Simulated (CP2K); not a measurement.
# Ge (P6_3/mmc) in CP2K: a series of runs

The runs below take Ge through band structure, with r2SCAN, SCAN, TASK.

Program: CP2K 2026.2. These are calculated values, not measurements. Logs are shortened: lines on timing, memory, paths and dates and some standing lists are left out, and cuts for length are marked.

### 1 Starting point

Symmetry: P6_3/mmc, No. 194, hexagonal system. Conventional cell: a = 4.003 Å, b = 4.003 Å, c = 13.157 Å, α = 90.00°, β = 90.00°, γ = 120.00°. Around Ge (site symmetry 3m) lie 4 Ge at 2.45 to 2.47 Å. Ge (site symmetry 3m) has 4 Ge at 2.45 Å as nearest neighbours.

This isn't the form of Ge at room conditions, which is diamond.

### 2 Band structure, r2SCAN

The input, ge_bands.inp:

```
&GLOBAL
  PROJECT ge_bands
  RUN_TYPE ENERGY_FORCE
  PRINT_LEVEL LOW
&END GLOBAL
&FORCE_EVAL
  METHOD QS
  STRESS_TENSOR ANALYTICAL
  &DFT
    BASIS_SET_FILE_NAME BASIS_MOLOPT_UZH
    POTENTIAL_FILE_NAME POTENTIAL_UZH
    &MGRID
      CUTOFF 675
      REL_CUTOFF 60
      NGRIDS 5
    &END MGRID
    &QS
      METHOD GPW
      EPS_DEFAULT 1.0E-10
    &END QS
    &KPOINTS
      SCHEME MONKHORST-PACK 8 8 2
      GAMMA_CENTERED T
      SYMMETRY T
      SYMMETRY_BACKEND SPGLIB
    &END KPOINTS
    &SCF
      SCF_GUESS ATOMIC
      EPS_SCF 1.0E-6
      MAX_SCF 100
      ADDED_MOS 22
      CHOLESKY OFF
      EPS_EIGVAL 1.0E-7
      &DIAGONALIZATION ON
        ALGORITHM STANDARD
      &END DIAGONALIZATION
      &MIXING ON
        METHOD BROYDEN_MIXING
        ALPHA 0.4
        BETA 1.5
        NBUFFER 8
      &END MIXING
      &SMEAR ON
        METHOD FERMI_DIRAC
        ELECTRONIC_TEMPERATURE [K] 580.226
      &END SMEAR
    &END SCF
    &XC
      &XC_FUNCTIONAL
        &MGGA_X_R2SCAN
        &END MGGA_X_R2SCAN
        &MGGA_C_R2SCAN
        &END MGGA_C_R2SCAN
      &END XC_FUNCTIONAL
    &END XC
    &PRINT
      &KPOINTS ON
      &END KPOINTS
      &MULLIKEN ON
      &END MULLIKEN
      &MO ON
        ENERGIES T
        OCCUPATION_NUMBERS T
        &EACH
          QS_SCF 0
        &END EACH
        ADD_LAST NUMERIC
      &END MO
      &BAND_STRUCTURE
        FILE_NAME bands.bs
        ADDED_MOS 6
        &KPOINT_SET
          UNITS B_VECTOR
          NPOINTS 8
          SPECIAL_POINT GAMMA 0.00000000 0.00000000 0.00000000
          SPECIAL_POINT M 0.50000000 0.00000000 0.00000000
          SPECIAL_POINT K 0.33333333 0.33333333 0.00000000
          SPECIAL_POINT GAMMA 0.00000000 0.00000000 0.00000000
          SPECIAL_POINT A 0.00000000 0.00000000 0.50000000
          SPECIAL_POINT L 0.50000000 0.00000000 0.50000000
          SPECIAL_POINT H 0.33333333 0.33333333 0.50000000
          SPECIAL_POINT A 0.00000000 0.00000000 0.50000000
        &END KPOINT_SET
        &KPOINT_SET
          UNITS B_VECTOR
          NPOINTS 8
          SPECIAL_POINT L 0.50000000 0.00000000 0.50000000
          SPECIAL_POINT M 0.50000000 0.00000000 0.00000000
        &END KPOINT_SET
        &KPOINT_SET
          UNITS B_VECTOR
          NPOINTS 8
          SPECIAL_POINT K 0.33333333 0.33333333 0.00000000
          SPECIAL_POINT H 0.33333333 0.33333333 0.50000000
        &END KPOINT_SET
      &END BAND_STRUCTURE
    &END PRINT
  &END DFT
  &SUBSYS
    &CELL
      A 4.0031158814 0.0000000000 0.0000000000
      B -2.0015579407 3.4668000476 0.0000000000
      C 0.0000000000 0.0000000000 13.1567068600
      PERIODIC XYZ
    &END CELL
    &COORD
      SCALED
      Ge  0.3333333333 0.6666666667 0.1559415700
      Ge  0.6666666667 0.3333333333 0.8440584300
      Ge  0.6666666667 0.3333333333 0.6559415700
      Ge  0.3333333333 0.6666666667 0.3440584300
      Ge  0.0000000000 0.0000000000 0.0931488400
      Ge  0.0000000000 0.0000000000 0.9068511600
      Ge  0.0000000000 0.0000000000 0.5931488400
      Ge  0.0000000000 0.0000000000 0.4068511600
    &END COORD
    &KIND Ge
      BASIS_SET TZVP-MOLOPT-SCAN-GTH-q4
      POTENTIAL GTH-SCAN-q4
    &END KIND
    &PRINT
      &ATOMIC_COORDINATES ON
      &END ATOMIC_COORDINATES
      &CELL ON
      &END CELL
    &END PRINT
  &END SUBSYS
  &PRINT
    &FORCES ON
    &END FORCES
    &STRESS_TENSOR ON
    &END STRESS_TENSOR
  &END PRINT
&END FORCE_EVAL
```

Potentials or basis: POTENTIAL_UZH Ge GTH-SCAN-q4; TZVP-MOLOPT-SCAN-GTH basis.

Launch:

```console
> OMP_NUM_THREADS=1 mpirun -n 3 cp2k.psmp -i ge_bands.inp -o ge_bands.out
```

ge_bands.out:

```text

 CP2K| version string:                                       CP2K version 2026.2
 CP2K| Input file name                                              ge_bands.inp

 GLOBAL| Force Environment number                                              1
 GLOBAL| Basis set file name                                    BASIS_MOLOPT_UZH
 GLOBAL| Potential file name                                       POTENTIAL_UZH
 GLOBAL| MM Potential file name                                     MM_POTENTIAL
 GLOBAL| Coordinate file name                                      __STD_INPUT__
 GLOBAL| Method name                                                        CP2K
 GLOBAL| Project name                                                   ge_bands
 GLOBAL| Run type                                                   ENERGY_FORCE
 GLOBAL| FFT library                                                       FFTW3
 GLOBAL| Diagonalization library                                       ScaLAPACK
 GLOBAL| Cholesky decomposition library                                ScaLAPACK
 GLOBAL| DGEMM library                                                      BLAS
 GLOBAL| Direct generalized diagonalization requested                          F
 GLOBAL| Matrix multiplication library                                 ScaLAPACK
 GLOBAL| Global print level                                                  LOW
 GLOBAL| Total number of message passing processes                             3
 GLOBAL| Number of threads for this process                                    1
 GLOBAL| CPU model name                                                  UNKNOWN

 CELL| Volume [angstrom^3]:                                           182.588808
 CELL| Vector a [angstrom]:       4.003     0.000     0.000   |a| =     4.003116
 CELL| Vector b [angstrom]:      -2.002     3.467     0.000   |b| =     4.003116
 CELL| Vector c [angstrom]:       0.000     0.000    13.157   |c| =    13.156707
 CELL| Angle (b,c), alpha [degree]:                                    90.000000
 CELL| Angle (a,c), beta  [degree]:                                    90.000000
 CELL| Angle (a,b), gamma [degree]:                                   120.000000
 CELL| Numerically orthorhombic:                                              NO
 CELL| Periodicity                                                           XYZ

 CELL_REF| Volume [angstrom^3]:                                       182.588808
 CELL_REF| Vector a [angstrom     4.003     0.000     0.000   |a| =     4.003116
 CELL_REF| Vector b [angstrom    -2.002     3.467     0.000   |b| =     4.003116
 CELL_REF| Vector c [angstrom     0.000     0.000    13.157   |c| =    13.156707
 CELL_REF| Angle (b,c), alpha [degree]:                                90.000000
 CELL_REF| Angle (a,c), beta  [degree]:                                90.000000
 CELL_REF| Angle (a,b), gamma [degree]:                               120.000000
 CELL_REF| Numerically orthorhombic:                                          NO
 CELL_REF| Periodicity                                                       XYZ
[... 9 lines left out ...]
 TOTAL NUMBERS AND MAXIMUM NUMBERS

  Total number of            - Atomic kinds:                                   1
                             - Atoms:                                          8
[... 136 lines left out ...]
 MO|      6              -0.149878              -4.078381               2.000000
[... 608 lines left out ...]
 MO|     37               0.572661              15.582906               0.000000
 MO|     38               0.572661              15.582907               0.000000
 MO| Sum:                                                              32.000000
 MO| E(Fermi):            0.158770 a.u.          4.320344 eV

 [... the levels of further k-points ...]

 !-----------------------------------------------------------------------------!
                     Mulliken Population Analysis

 #  Atom  Element  Kind  Atomic population                           Net charge
       1     Ge       1          3.965271                              0.034729
       2     Ge       1          3.965271                              0.034729
       3     Ge       1          3.965271                              0.034729
       4     Ge       1          3.965271                              0.034729
       5     Ge       1          4.034729                             -0.034729
       6     Ge       1          4.034729                             -0.034729
       7     Ge       1          4.034729                             -0.034729
       8     Ge       1          4.034729                             -0.034729
 # Total charge                             32.000000                 -0.000000

 !-----------------------------------------------------------------------------!

 KPOINTS| Band Structure Calculation
 KPOINTS| Number of k-point sets                                               3
 KPOINTS| Number of added MOs/bands                                            6
 KPOINTS| Number of k-points in set    1                                      57
 KPOINTS| In units of b-vector [2pi/Bohr]
 KPOINTS| Special point     1       GAMMA     0.000000     0.000000     0.000000
 KPOINTS| Special point     2           M     0.500000     0.000000     0.000000
 KPOINTS| Special point     3           K     0.333333     0.333333     0.000000
 KPOINTS| Special point     4       GAMMA     0.000000     0.000000     0.000000
 KPOINTS| Special point     5           A     0.000000     0.000000     0.500000
 KPOINTS| Special point     6           L     0.500000     0.000000     0.500000
 KPOINTS| Special point     7           H     0.333333     0.333333     0.500000
 KPOINTS| Special point     8           A     0.000000     0.000000     0.500000
 KPOINTS| Number of k-points in set    2                                       9
 KPOINTS| In units of b-vector [2pi/Bohr]
 KPOINTS| Special point     1           L     0.500000     0.000000     0.500000
 KPOINTS| Special point     2           M     0.500000     0.000000     0.000000
 KPOINTS| Number of k-points in set    3                                       9
 KPOINTS| In units of b-vector [2pi/Bohr]
 KPOINTS| Special point     1           K     0.333333     0.333333     0.000000
 KPOINTS| Special point     2           H     0.333333     0.333333     0.500000

 ENERGY| Total FORCE_EVAL ( QS ) energy [hartree]            -31.745055598770559

 FORCES| Atomic forces [hartree/bohr]
 FORCES|   Atom     x               y               z               |f|
 FORCES|      1  8.47653582E-10 -4.44170886E-10 -4.97840751E-04   4.97840751E-04
 FORCES|      2 -8.47654122E-10  4.44175826E-10  4.97840751E-04   4.97840751E-04
 FORCES|      3 -1.08678630E-09  1.83822985E-09 -4.97852318E-04   4.97852318E-04
 FORCES|      4  1.08678849E-09 -1.83822699E-09  4.97852318E-04   4.97852318E-04
 FORCES|      5 -1.29177233E-09  6.95280630E-10  4.72940616E-05   4.72940616E-05
 FORCES|      6  1.29177197E-09 -6.95281535E-10 -4.72940616E-05   4.72940616E-05
 FORCES|      7  1.72212529E-09 -3.75257842E-09  4.72860296E-05   4.72860297E-05
 FORCES|      8 -1.72212739E-09  3.75257901E-09 -4.72860296E-05   4.72860297E-05
 FORCES| Sum    -7.91418738E-16  7.47988317E-15 -2.12156681E-15
 FORCES| Total atomic force                                       7.81511622E-15

 STRESS| Analytical stress tensor [bar]
 STRESS|                        x                   y                   z
 STRESS|      x       -3.52078432968E+04   3.08393002060E-04   1.16737494135E-03
 STRESS|      y        3.08393002060E-04  -3.52078311395E+04  -6.48430380262E-03
 STRESS|      z        1.16737494135E-03  -6.48430380262E-03  -3.58350752153E+04
 STRESS| 1/3 Trace                                            -3.54169165506E+04
 STRESS| Determinant                                          -4.44208654459E+13

 STRESS| Eigenvectors and eigenvalues of the analytical stress tensor [bar]
 STRESS|                        1                   2                   3
 STRESS| Eigenvalues  -3.58350752154E+04  -3.52078433046E+04  -3.52078311316E+04
 STRESS|      x          -0.000001861159      0.999678830697      0.025342364779
 STRESS|      y           0.000010337769     -0.025342364759      0.999678830646
 STRESS|      z           0.999999999945      0.000002122544     -0.000010287283
```

It took 58 s on 3 MPI ranks of Arm Neoverse N1, shared host.

What came out:

```yaml
Free_energy: -863.8269 eV
Pressure: -3.5 GPa
Largest_force: 0.026 eV/Å
Band_gap_on_the_k_mesh: 0.30 eV, direct
Band_gap_along_the_path: 0.30 eV, direct
```

Forces in eV/Å, atoms in the order of the input:
```
Ge   0.000  0.000 -0.026
Ge   0.000  0.000  0.026
Ge   0.000  0.000 -0.026
Ge   0.000  0.000  0.026
Ge   0.000  0.000  0.002
Ge   0.000  0.000 -0.002
Ge   0.000  0.000  0.002
Ge   0.000  0.000 -0.002
```

Levels at the corners of the path, in eV from the valence-band top:
```csv
point,band 12,band 13,band 14,band 15,band 16,band 17,band 18,band 19,band 20,band 21
Γ,-0.86,-0.86,-0.16,0.00,0.00,0.30,0.35,0.80,1.11,2.53
M,-2.45,-2.44,-2.43,-1.85,-1.46,0.47,0.59,0.81,1.66,1.98
K,-3.78,-3.50,-2.73,-2.73,-2.05,1.58,2.49,2.49,2.85,2.85
Γ,-0.86,-0.86,-0.16,0.00,0.00,0.30,0.35,0.80,1.11,2.53
A,-1.33,-0.34,-0.34,-0.34,-0.34,0.46,0.46,1.45,1.45,2.92
L,-2.93,-2.61,-2.61,-1.81,-1.81,0.88,0.88,1.55,1.55,2.46
H,-4.04,-2.86,-2.86,-2.49,-2.49,1.59,1.59,2.98,2.98,4.69
A,-1.33,-0.34,-0.34,-0.34,-0.34,0.46,0.46,1.45,1.45,2.92
L,-2.93,-2.61,-2.61,-1.81,-1.81,0.88,0.88,1.55,1.55,2.46
M,-2.45,-2.44,-2.43,-1.85,-1.46,0.47,0.59,0.81,1.66,1.98
K,-3.78,-3.50,-2.73,-2.73,-2.05,1.58,2.49,2.49,2.85,2.85
H,-4.04,-2.86,-2.86,-2.49,-2.49,1.59,1.59,2.98,2.98,4.69
```

Caveat: the basis of atomic orbitals isn't converged, which shifts pressures, moduli and gaps.

(Continued in part 2 of 2.)
